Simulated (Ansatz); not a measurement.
## Straining Ti

Computed with DFT PBE, scalar-relativistic, plane waves, PAW in Ansatz 0.2.0. (420 eV cutoff, 24×24×12 k-mesh, Gaussian smearing of 0.10 eV, no spin polarisation)

The relaxed crystal:

```
Ti
1.0
     2.93846    0.00000    0.00000
    -1.46923    2.54478    0.00000
     0.00000    0.00000    4.65063
Ti
2
Direct
  0.33333 0.66667 0.25000
  0.66667 0.33333 0.75000
```

Deformation: c alone is stretched, the rest of the cell is held and the atoms relax, all within the symmetry that the strain leaves. Energies are extrapolated to zero smearing.

```csv
strain (%),ΔE (meV/atom),a (Å),b (Å),c (Å)
-3.0,9.7,2.938,2.938,4.511
-2.0,4.2,2.938,2.938,4.558
-1.0,1.0,2.938,2.938,4.604
+0.0,0.0,2.938,2.938,4.651
+1.0,1.1,2.938,2.938,4.697
+2.0,4.1,2.938,2.938,4.744
+3.0,8.9,2.938,2.938,4.790
```

What stiffness (1/V) d²E/dε² at zero strain does a cubic fit over all points give?

A cubic fit gives (1/V) d²E/dε² = 190 GPa at zero strain (the elastic constant along c at held a and b).